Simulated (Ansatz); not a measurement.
## Migration of H in TiAl₃

Level of theory: DFT PBE, scalar-relativistic, plane waves, PAW in Ansatz. (420 eV cutoff, 4×4×4 k-mesh, shifted by half a step, Gaussian smearing of 0.10 eV, no spin polarisation)

Host crystal, relaxed:

```
CELL_PARAMETERS angstrom
3.97973 0.00000 0.00000
0.00000 3.97973 0.00000
0.00000 0.00000 3.97973
ATOMIC_POSITIONS crystal
Ti 0.00000 0.00000 0.00000
Al 0.50000 0.50000 0.00000
Al 0.50000 0.00000 0.50000
Al 0.00000 0.50000 0.50000
```

In a supercell of 16 host sites, interstitial H hops to an equivalent place, moving 0.67 Å between the relaxed ends. Climbing-image nudged elastic band at fixed cell with images 0 (start) to 6 (end), the path measured over all atoms, converged to 0.05 eV/Å; the order of the saddle wasn't checked, and the small cell leaves errors of about a tenth of an eV. Zero-point motion and tunnelling, which matter for H, are left out.

Supercell rows in host cell vectors: -1 1 1; 1 -1 1; 1 1 -1. H was set at (0.000, 0.000, 0.500) of the host cell.

At the relaxed start H has 2 Al at 1.89 Å, 2 Ti at 1.92 Å, 2 Al at 2.30 Å, 2 Al at 3.19 Å.

Question: How high is the barrier, and where does the atom pass?

Answer: 0.01 eV at image 3, where H has 2 Ti at 1.91 Å, 4 Al at 2.07 Å.

Cost: 1 run of about 14 core-minutes, on Intel Xeon Processor @ 2.50GHz (Skylake/Cascade Lake) (shared hosts).